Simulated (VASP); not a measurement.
# C in VASP: further runs

Runs on C. Level: PBE. Tasks: single point.

Program: VASP 6.6.1. These are calculated values, not measurements. Logs are shortened: lines on timing, memory, paths and dates and some standing lists are left out, and cuts for length are marked.

**1. The structure**

The cell holds a slab with vacuum, 2 atoms: a = 2.456 Å, b = 2.456 Å, c = 4.000 Å, α = 90.00°, β = 90.00°, γ = 120.00°.

The slab is cut from a database's or a generator's crystal, which needn't be the stable form of the element.

**2. Single point, PBE**

INCAR

```
SYSTEM = C
ALGO     = Normal         ! electronic algorithm
DIPOL    = 0.5 0.5 0.500
EDIFF    = 1E-7           ! SCF threshold, eV
ENCUT    = 460            ! plane-wave cutoff, eV
GGA      = PE             ! functional
IDIPOL   = 3            
ISIF     = 2              ! what is computed and relaxed
ISMEAR   = 1              ! smearing method
LASPH    = .TRUE.         ! aspherical terms in the spheres
LCHARG   = .FALSE.        ! write CHGCAR
LDIPOL   = .TRUE.       
LREAL    = .FALSE.        ! projectors in reciprocal space
LVACPOTAV= .TRUE.       
LVHAR    = .TRUE.       
LWAVE    = .FALSE.        ! write WAVECAR
NBANDS   = 14             ! bands
NELM     = 120            ! most SCF steps
PREC     = Accurate       ! precision mode
SIGMA    = 0.1            ! smearing width, eV
```

KPOINTS

```
k-points
0
G
  12 12 1
  0 0 0
```

POSCAR

```
C
1.0
    2.4561701600      0.0000000000      0.0000000000
   -1.2280850800      2.1271057600      0.0000000000
    0.0000000000      0.0000000000      4.0000000000
C
2
Direct
    0.6666666667      0.3333333333      0.5000000000
    0.3333333333      0.6666666667      0.5000000000
```

Potentials or basis: VASP PAW PBE potentials, release 64 (C).

Run with:

```sh
cat potpaw_PBE.64/C/POTCAR > POTCAR
mpirun -np 1 vasp_std > vasp.out
```

OUTCAR:

```text
SYSTEM = C
   EDIFF = 1E-7
   ENCUT = 460
   GGA = PE
   ISIF = 2
   ISMEAR = 1
   LASPH = .TRUE.
   LREAL = .FALSE.
   NELM = 120
   PREC = Accurate

 Found     19 irreducible k-points:

 Following reciprocal coordinates:
            Coordinates               Weight
  0.000000  0.000000  0.000000      1.000000
  0.083333  0.000000  0.000000      6.000000
  0.166667  0.000000  0.000000      6.000000
  0.250000  0.000000  0.000000      6.000000
  0.333333 -0.000000  0.000000      6.000000
  0.416667 -0.000000  0.000000      6.000000
   k-points           NKPTS =     19   k-points in BZ     NKDIM =     19   number of bands    NBANDS=     14
   number of dos      NEDOS =    301   number of ions     NIONS =      2
   total plane-waves  NPLWV =   9072
   dimension x,y,z NGX =    18 NGY =   18 NGZ =   28
   dimension x,y,z NGXF=    36 NGYF=   36 NGZF=   56
   ions per type =               2
   NGX,Y,Z   is equivalent  to a cutoff of  12.18, 12.18, 11.64 a.u.
   NGXF,Y,Z  is equivalent  to a cutoff of  24.37, 24.37, 23.27 a.u.
 SYSTEM =  C
   PREC   = accura    normal or accurate (medium, high low for compatibility)
   ISTART =      0    job   : 0-new  1-cont  2-samecut
   ICHARG =      2    charge: 1-file 2-atom 10-const
   ISPIN  =      1    spin polarized calculation?
   LNONCOLLINEAR =      F non collinear calculations
   LSORBIT =      F    spin-orbit coupling
   LASPH  =      T    aspherical Exc in radial PAW
   ENCUT  =  460.0 eV  33.81 Ry    5.81 a.u.   4.30  4.30  7.00*2*pi/ulx,y,z
   NELM   =    120;   NELMIN=  2; NELMDL= -5     # of ELM steps
   EDIFF  = 0.1E-06   stopping-criterion for ELM
   LREAL  =      F    real-space projection
   EDIFFG = 0.1E-05   stopping-criterion for IOM
   NSW    =      0    number of steps for IOM
   IBRION =     -1    ionic relax: 0-MD 1-quasi-New 2-CG
   NFREE  =      0    steps in history (QN), initial steepest desc. (CG)
   ISIF   =      2    stress and relaxation
   ISYM   =      2    0-nonsym 1-usesym 2-fastsym
   POTIM  = 0.5000    time-step for ionic-motion
   TEBEG  =    0.0;   TEEND  =   0.0 temperature during run
   PSTRESS=    0.0 pullay stress
   NELECT =       8.0000    total number of electrons
   NUPDOWN=      -1.0000    fix difference up-down
   EMIN   =  10.00;   EMAX   =-10.00  energy-range for DOS
   EFERMI =   0.00;   METHOD = LEGACY
   ISMEAR =     1;   SIGMA  =   0.10  broadening in eV -4-tet -1-fermi 0-gaus
   EFERMI_NEDOS =   21; number of points for ismear=-14 and -15
   IALGO  =     38    algorithm
   IMIX   =      4    mixing-type and parameters
     AMIX     =   0.40;   BMIX     =  1.00
     AMIX_MAG =   1.60;   BMIX_MAG =  1.00
  volume/ion in A,a.u.               =      10.45        70.51
  Fermi-wavevector in a.u.,A,eV,Ry     =   1.188691  2.246300 19.224847  1.412986
  Thomas-Fermi vector in A             =   2.324815
   LORBIT       =      0    0 simple, 1 ext, 2 COOP (PROOUT), +10 PAW based schemes
   GGA     = PE    functional components
   LHFCALC =     F    Hartree Fock is set to
   AEXX    =    0.0000 exact exchange contribution
   IVDW    =     0    specifies the selected vdW correction
   LEPSILON=     F    determine dielectric tensor
   LRPA    =     F    only Hartree local field effects (RPA)
 non-spin polarized calculation
 Methfessel and Paxton  Order N= 1 SIGMA  =   0.10
  energy-cutoff  :      460.00
  volume of cell :       20.90
 maximum number of plane-waves:       473
 NGX is ok and might be reduce to    18
   NGX =  9   NGY =  9   NGZ = 13

 number of electron       7.9999997 magnetization

 dipolmoment           0.000000      0.000000     -0.000000 electrons x Angstroem

 Free energy of the ion-electron system (eV)
  ---------------------------------------------------
  ext. energy  EPLUGINS =         0.00000000
  ---------------------------------------------------
  free energy    TOTEN  =       -17.91836047 eV

  energy without entropy =      -17.91757687  energy(sigma->0) =      -17.91809927

 E-fermi :   3.8357     XC(G=0):  -9.0894

 val. band max:        3.8356944034   @ k =   0.3333   0.3333   0.0000
 cond. band min:       3.8356944415   @ k =   0.3333   0.3333   0.0000
 fundamental gap:      0.0000000381
 Fermi energy:         3.8356944224

 k-point     1 :       0.0000    0.0000    0.0000
  band No.  band energies     occupation
      1     -15.9769      2.00000
      2      -3.7335      2.00000
      3       0.6944      2.00000
      4       0.6944      2.00000
      5       6.4323      0.00000
      6      12.0829      0.00000
      7      12.0829      0.00000
      8      15.3174      0.00000
      9      16.3979      0.00000
     10      22.4922      0.00000
     11      26.0780      0.00000
     12      30.9422      0.00000
     13      32.6706      0.00000
     14      32.6706      0.00000

 k-point     2 :       0.0833    0.0000    0.0000
  band No.  band energies     occupation
      1     -15.8108      2.00000
      2      -3.5383      2.00000
      3       0.0344      2.00000
      4       0.3492      2.00000
      5       6.6460      0.00000
      6      12.1476      0.00000
      7      12.7892      0.00000
      8      14.7455      0.00000
      9      16.6917      0.00000
     10      22.5190      0.00000
     11      26.5654      0.00000
     12      31.1000      0.00000
     13      31.5142      0.00000
     14      31.6575      0.00000

 k-point     3 :       0.1667    0.0000    0.0000
  band No.  band energies     occupation
      1     -15.3143      2.00000
      2      -2.9581      2.00000
      3      -1.6242      2.00000
      4      -0.4565      2.00000
      5       7.2880      0.00000
      6      12.0893      0.00000
      7      13.2261      0.00000
      8      14.6594      0.00000
      9      17.6140      0.00000
     10      22.4626      0.00000
     11      27.2486      0.00000
     12      29.7518      0.00000
     13      29.7898      0.00000
     14      30.2975      0.00000

 k-point     4 :       0.2500    0.0000    0.0000
  band No.  band energies     occupation
      1     -14.4932      2.00000
      2      -3.7483      2.00000
      3      -2.0129      2.00000
      4      -1.3487      2.00000
      5       8.3558      0.00000
      6      11.1286      0.00000
      7      11.7996      0.00000
      8      17.2446      0.00000
      9      18.7630      0.00000
     10      22.0853      0.00000
     11      25.3780      0.00000
     12      28.2542      0.00000
     13      28.8455      0.00000
     14      29.7554      0.00000

 k-point     5 :       0.3333   -0.0000    0.0000
  band No.  band energies     occupation
      1     -13.3598      2.00000
      2      -5.9784      2.00000
      3      -2.0916      2.00000
      4      -0.7555      2.00000
      5       8.8245      0.00000
      6       9.8370      0.00000
      7      11.4652      0.00000
      8      18.6364      0.00000
      9      20.1227      0.00000
     10      21.4648      0.00000
     11      24.0388      0.00000
     12      27.1562      0.00000
     13      28.9688      0.00000
     14      29.8230      0.00000

 k-point     6 :       0.4167   -0.0000    0.0000
  band No.  band energies     occupation
      1     -11.9446      2.00000
      2      -8.1055      2.00000
      3      -2.5704      2.00000
      4       0.6458      2.00000
      5       6.7074      0.00000
      6      11.1529      0.00000
      7      11.7937      0.00000
      8      16.5138      0.00000
      9      20.9495      0.00000
     10      22.7073      0.00000
     11      24.9255      0.00000
     12      26.4902      0.00000
     13      29.3602      0.00000
     14      29.5755      0.00000

 [... further k-points ...]

------------------------ aborting loop because EDIFF is reached ----------------------------------------

  FORCE on cell =-STRESS in cart. coord.  units (eV):
  Direction    XX          YY          ZZ          XY          YZ          ZX
  --------------------------------------------------------------------------------------
  -------------------------------------------------------------------------------------
  Total        0.2622138      0.2622138      3.1838182      0.0000000     -0.0000000      0.0000000
  in kB       20.1028923     20.1028924    244.0907507      0.0000000     -0.0000000      0.0000000
  external PRESSURE =      94.7655118 kB  Pullay stress =       0.0000000 kB

 VOLUME and BASIS-vectors are now :
 -----------------------------------------------------------------------------
  energy-cutoff  :      460.00
  volume of cell :       20.90
      direct lattice vectors                 reciprocal lattice vectors
     2.456170160  0.000000000  0.000000000     0.407137916  0.235061185  0.000000000
    -1.228085080  2.127105760  0.000000000     0.000000000  0.470122369  0.000000000
     0.000000000  0.000000000  4.000000000     0.000000000  0.000000000  0.250000000

 POSITION                                       TOTAL-FORCE (eV/Angst)
 -----------------------------------------------------------------------------------
      1.22809      0.70904      2.00000         0.000000     -0.000000      0.000000
     -0.00000      1.41807      2.00000        -0.000000      0.000000      0.000000
 -----------------------------------------------------------------------------------
    total drift:                                0.000000     -0.000000     -0.000000

  FREE ENERGIE OF THE ION-ELECTRON SYSTEM (eV)
  ---------------------------------------------------
  free  energy   TOTEN  =       -17.9183604673 eV

  energy  without entropy=      -17.9175768706  energy(sigma->0) =      -17.91809927
```

Run time: 9.2 s. Hardware: 1 thread of AMD EPYC, shared host; peak memory 0.08 GiB.

These settings aren't checked as converged: the numbers below hold their error.

Results:

```yaml
Free_energy: -17.9184 eV
Band_gap_on_the_k_mesh: none (metal or under the smearing width)
```

Caveat: the cutoff is under 1.25 times the usual one of these potentials, so pressure, stress and relaxed cells hold a basis-set (Pulay) error.

**3. Single point, PBE**

This run uses another cell than the first one, of 31.35 Å³/atom, 3.000 times its volume.

Changes to INCAR since step 2:

```diff
@@ -4,3 +4,3 @@
 EDIFF    = 1E-7           ! SCF threshold, eV
-ENCUT    = 460            ! plane-wave cutoff, eV
+ENCUT    = 280            ! plane-wave cutoff, eV
 GGA      = PE             ! functional
```

KPOINTS is that of step 2.

Changes to POSCAR since step 2:

```diff
@@ -4,3 +4,3 @@
    -1.2280850800      2.1271057600      0.0000000000
-    0.0000000000      0.0000000000      4.0000000000
+    0.0000000000      0.0000000000     12.0000000000
 C
```

Potentials or basis: VASP PAW PBE potentials, release 64 (C).

Run with:

```sh
cat potpaw_PBE.64/C/POTCAR > POTCAR
mpirun -np 1 vasp_std > vasp.out
```

It took 16 s on 1 thread of AMD EPYC, shared host; peak memory 0.1 GiB.

The run converged, but a check on its numbers failed (symmetry, net force, bounds or a known fault of this set-up), so they aren't taken as properties of the slab.

Caveat: the cutoff lies under the usual one of these potentials, so the numbers hold a large basis-set error.

[end of part 1 of 2]
